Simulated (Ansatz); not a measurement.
## Zr₃N₄: Field gradients at the nuclei

The cell is a structure deposited in the COD whose atoms were relaxed with PBE, the cell held.

Space group I-43d (No. 220); a = 6.7400 Å.

```
site  Wyckoff  site symmetry       x       y       z
  Zr      12a           -4..  0.3750  0.0000  0.2500
   N      16c            .3.  0.0687  0.0687  0.0687
```

One atom of each set is listed; the run and its k-mesh use a cell of 14 atoms with edges of 5.84, 5.84, 5.84 Å.

Computed with Ansatz: DFT, r2SCAN, plane waves and PAW, scalar-relativistic, 500 eV cutoff, Γ-centred 6×6×6 k-points, Fermi–Dirac smearing 0.02 eV.

V_zz is the principal component of the electric field gradient with the largest magnitude, η = (V_xx − V_yy)/V_zz and C_Q = eQV_zz/h. ν_Q = 3|C_Q|/[2I(2I − 1)].

⁹¹Zr: I = 5/2, Q = -176.0 mb; ¹⁴N: I = 1, Q = 20.44 mb. Quadrupole moments are those of Pyykkö's year-2017 table.

| site | atoms | first shell | C_Q (MHz) | η | ν_Q (MHz) |
| --- | --- | --- | --- | --- | --- |
| Zr | 6 | 8 N at 2.23–2.44 Å | -43.0 | 0.00 | 6.45 |
| N | 8 | 6 Zr at 2.23–2.44 Å | 0.302 | 0.00 | 0.453 |

An axis of threefold or higher order runs through Zr and N, so V_zz lies along it and η is zero.

Without spin–orbit coupling (the program notes it for Zr) the gradients can shift somewhat, as the gap is small.
